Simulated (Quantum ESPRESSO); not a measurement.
The system is TiTe2.

```xyz
3
Lattice="3.7770 0.0000 0.0000 -1.8885 3.2710 0.0000 0.0000 0.0000 6.4980" Properties=species:S:1:pos:R:3 pbc="T T T"
Te    0.0000    2.1807    4.7903
Te    1.8885    1.0903    1.7077
Ti    0.0000    0.0000    0.0000
```

Base run:

| Quantity | Value |
| --- | --- |
| Program | Quantum ESPRESSO 7.5 |
| Functional | PBEsol |
| Potentials or basis | PseudoDojo 0.4 SR PBEsol stringent |
| Cutoff | 1225 eV |
| Density cutoff | 4898 eV |
| k mesh | 8 × 8 × 4 |
| Occupations | fermi-dirac, width 0.05 eV |
| Spin | no spin polarisation |

Its results: band gap on the k mesh none (metal or under the smearing width); pressure -3.5 GPa; largest force 0.126 eV/Å.

Problem. The run is repeated on the same cell with these changes: potentials or basis from PseudoDojo 0.4 SR PBEsol stringent to PseudoDojo 0.4.1 SR PBEsol standard; cutoff from 1225 eV to 1143 eV; density cutoff from 4898 eV to 4572 eV; valence electrons from 60 to 44. What comes out?

Solution. Band gap on the k mesh none (metal or under the smearing width); pressure -2.2 GPa; largest force 0.121 eV/Å.

Caveats: this functional lacks dispersion, which binds the layers, so the pressure and a relaxed spacing across them are unreliable.

Not every run made on this cell is shown here.
